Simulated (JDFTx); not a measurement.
The system is Ca.

```xyz
1
Lattice="0.0000 2.7942 2.7942 2.7942 0.0000 2.7942 2.7942 2.7942 0.0000" Properties=species:S:1:pos:R:3 pbc="T T T"
Ca    0.0000    0.0000    0.0000
```

- Program: JDFTx 1.7.0 (patched build)
- Task: relaxation of cell and atoms
- Functional: PBE
- Potentials or basis: SPMS-PBE-1.0 with smoothed tails
- Cutoff: 1088 eV
- Density cutoff: 4354 eV
- k mesh: 8 × 8 × 8
- Occupations: fermi-dirac, width 0.05 eV
- Spin: no spin polarisation

At the start: pressure -0.6 GPa; volume 43.63 Å³/atom.

Q: Where does the relaxation end?

A: Over 5 steps the energy falls by 3.1 meV/atom and the volume is 42.03 Å³/atom (-3.7 %); space group Fm-3m (No. 225, to 0.05 Å).

Step by step:
```
step  energy change (eV)  largest force (eV/Å)  pressure (GPa)  volume (Å³)
   1              0.0000                0.0000           -0.60        43.63
   2             -0.0009                0.0000           -0.51        43.36
   3             -0.0031                0.0000            0.02        41.97
   4             -0.0031                0.0000            0.00        42.03
   5             -0.0031                0.0000            0.00        42.03
```

Final structure:
```
Ca
1.0
     0.00000    2.75951    2.75951
     2.75951    0.00000    2.75951
     2.75951    2.75951    0.00000
Ca
1
Cartesian
  0.0000 0.0000 0.0000
```
